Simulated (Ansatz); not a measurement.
Crystal: CdSe.

```xyz
2
Lattice="0.0000 3.0703 3.0703 3.0703 0.0000 3.0703 3.0703 3.0703 0.0000" Properties=species:S:1:pos:R:3 pbc="T T T"
Cd    0.0000    0.0000    0.0000
Se    1.5351    1.5351    1.5351
```

Measurements of this composition are mostly on another form, of space group No. 186.

```yaml
Program: Ansatz 0.2.0
Task: relaxation of cell and atoms
Functional: PBEsol
Dispersion: D4
Potentials_or_basis: all-electron LAPW, scalar-relativistic
Basis_error_allowed: 0.0005 eV/atom
k_mesh: 8 × 8 × 8
Occupations: gaussian, width 0.1 eV
Spin: no spin polarisation
```

At the start: volume 28.94 Å³/atom.

**Question.** Where does the relaxation end?

**Answer.** Over 5 steps the energy falls by 10.6 meV/atom and the volume is 27.58 Å³/atom (-4.7 %); space group F-43m (No. 216, to 0.05 Å).

The path:
```csv
step,energy change (eV),largest force (eV/Å),volume (Å³)
1,0.0000,0.0000,57.88
2,-0.0187,0.0000,54.28
3,-0.0211,0.0000,55.24
4,-0.0212,0.0000,55.16
5,-0.0212,0.0000,55.16
```

Final structure:
```yaml
crystal:
  lattice:
    - [0.00000, 3.02135, 3.02135]
    - [3.02135, 0.00000, 3.02135]
    - [3.02135, 3.02135, 0.00000]
  atoms:
    - { symbol: Cd, position: [0.00000, 0.00000, 0.00000] }
    - { symbol: Se, position: [0.25000, 0.25000, 0.25000] }
```
